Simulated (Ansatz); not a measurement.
**C: a test of stability by relaxation**

The task, for C: break the symmetry and see whether a relaxation comes back.

Computed with Ansatz 0.2.0 (DFT LDA, scalar-relativistic, plane waves, PAW, unless a step's input says otherwise).

1 further run of the same task is left out (set aside as unsound or not needed).

### Step 1. The starting structure

The structure is hexagonal, space group P6/mmm (No. 191). The conventional cell has a = 2.445 Å, b = 2.445 Å, c = 8.526 Å, α = 90.00°, β = 90.00°, γ = 120.00°. Around C (site symmetry -6m2) lie 3 C at 1.41 Å.

Coordinates:

```
C
1.0
     2.44478    0.00000    0.00000
    -1.22239    2.11724    0.00000
     0.00000    0.00000    8.52577
C
2
Cartesian
  0.0000 1.4115 0.0000
  1.2224 0.7057 0.0000
```

It goes back to an entry of the Materials Project, which need not be the stable form.

This cell was relaxed beforehand with the same method: volume 22.07 Å³/atom, gap on the mesh none (metal).

### Step 2. Zero of energy

Reference values: F = -485.9175 eV; pressure -0.01 GPa; largest force 0.000 eV/Å; gap on the mesh none (metal). It was computed beforehand with the settings of the runs below.

### Step 3. Breaking the symmetry

Cell sheared at random, sigma 0.03, atoms nudged by 0.01 Å. Displacements in the unstrained cell, with the mean shift removed:

| atom | ux (Å) | uy (Å) | uz (Å) |
| --- | --- | --- | --- |
| C1 | -0.017 | 0.004 | 0.011 |
| C2 | 0.017 | -0.004 | -0.011 |

Strain (xx, yy, zz, yz, xz, xy; engineering shear): (0.0382, -0.0193, -0.0189, -0.0234, -0.0114, 0.0011).

### Step 4. The disturbed cell, one point

input.yaml reads:

```yaml
crystal:
  lattice:
    - [2.5380609093, 0.0013245724, -0.0139572557]
    - [-1.2678833414, 2.0757291714, -0.0178454472]
    - [-0.0486735733, -0.0999621619, 8.3649826059]
  atoms:
    - { symbol: C, position: [0.3270796851, 0.6684055339, 0.0012619381] }
    - { symbol: C, position: [0.6729203149, 0.3315944661, -0.0012619381] }
basis:
  ecutwfc: 420
kpoints:
  mp_grid: { grid: [18, 18, 4] }
hamiltonian:
  xc: lda
scf:
  occupations: { method: gaussian, width: 0.15 }
output:
  forces: true
  stress: true
  eigenvalues: true
```

Started as:

```console
$ ansatz run input.yaml --threads 1 --pin off --max-ram 2560MiB --backend cpu --events-out ev --progress --plain --runs-dir out
```

Further runs follow: relaxing from there.

Before running it: what results should come out? Wanted: end of the relaxation, from the reference; final space group; volume change.

**Answer**, as computed:

```
                                 quantity                                      value
                  cost of the disturbance                              65.2 meV/atom
end of the relaxation, from the reference                              -0.0 meV/atom
                        final space group  C2/m (tolerance 0.05 Å; reference P6/mmm)
                            volume change                                    -2.14 %
```

**Reading.** It comes back to the reference (within 1.5 meV/atom), so the structure resists this disturbance. The cell holds empty space of several Å, a single layer or slab in vacuum, so volume, pressure and the long edge depend on that space.
